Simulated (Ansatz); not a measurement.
I need a calculation of the elastic constants of La2O3, space group P-3m1. Use Ansatz's Python interface. Use: PBEsol, PAW, cutoff 450 eV, 12×12×4 k-points, fixed occupations.

```
La O
1.0
     3.93078    0.00000    0.00000
    -1.96539    3.40415    0.00000
     0.00000    0.00000    6.11195
La O
2 3
Direct
  0.66667 0.33333 0.75376
  0.33333 0.66667 0.24624
  0.66667 0.33333 0.35411
  0.33333 0.66667 0.64589
  0.00000 0.00000 0.00000
```

Script `elastic_la2o3.py`:
```python
from dataclasses import dataclass
import warnings

import ansatz as az
import numpy as np


@dataclass
class Options:
    functional: str = 'pbesol'
    cutoff: int = 450
    mesh: tuple[int, ...] = (12, 12, 4)


opts = Options()

warnings.simplefilter('ignore', az.DeckWarning)

crystal = (
    az.Lattice.from_parameters(3.930778, 3.930778, 6.111954, alpha=90.0, beta=90.0, gamma=120.0)
    .atom('La', [2 / 3, 1 / 3, 0.753764])
    .atom('La', [1 / 3, 2 / 3, 0.246236])
    .atom('O', [2 / 3, 1 / 3, 0.354109])
    .atom('O', [1 / 3, 2 / 3, 0.645891])
    .atom('O', [0.0, 0.0, 0.0])
)

setup = (
    crystal.calculation()
    .occupations(az.OccupationsMethod.FIXED)
    .functional(opts.functional)
    .basis(opts.cutoff)
    .kpoints(*opts.mesh)
)
result = setup.elastic('clamped_ion').run(threads=1, backend='cpu')
elastic = result.elastic

C = np.asarray(elastic.c_gpa)
for i in range(6):
    for j in range(i, 6):
        if abs(C[i, j]) > 0.05:
            print(f'C{i + 1}{j + 1} = {C[i, j]:.1f} GPa')
print('smallest eigenvalue of C:', round(elastic.stability.min_eigenvalue_gpa, 1), 'GPa; tensor positive definite:', elastic.stability.min_eigenvalue_gpa > 0)
if elastic.stability.min_eigenvalue_gpa > 0:
    m = elastic.moduli
    print(f'K = {m.k_hill_gpa:.1f}, G = {m.g_hill_gpa:.1f}, E = {m.youngs_gpa:.1f} GPa, Poisson ratio {m.poisson:.3f}, K/G = {m.k_hill_gpa / m.g_hill_gpa:.2f}')
```

`python elastic_la2o3.py` gives:
```text
C11 = 232.9 GPa
C12 = 99.1 GPa
C13 = 85.7 GPa
C14 = 16.0 GPa
C22 = 232.9 GPa
C23 = 85.7 GPa
C24 = -16.0 GPa
C33 = 148.1 GPa
C44 = 72.0 GPa
C55 = 72.0 GPa
C56 = 16.0 GPa
C66 = 66.9 GPa
smallest eigenvalue of C: 53.2 GPa; tensor positive definite: True
K = 124.6, G = 62.5, E = 160.7 GPa, Poisson ratio 0.285, K/G = 1.99
```

What to keep in mind:
- With fixed filling the reported Fermi level is the top filled level among the k-points of the SCF.
- A positive definite tensor excludes instabilities under uniform strain alone; phonons elsewhere in the zone can still be imaginary.
- The cell stands under -3.0 GPa at these settings.
- These are clamped-ion constants: where atoms have free coordinates under strain, the relaxed-ion ones can be far smaller or negative, so this tensor doesn't settle whether the crystal is stable.
- This cell is a computed structure, which may not be the phase found in nature.
- The constants belong to the cell that was strained; where it wasn't relaxed first it may be under stress.
- Run time: 3.5 min on 1 thread of Arm Neoverse V2, with other jobs on the host, peak memory 0.68 GiB.
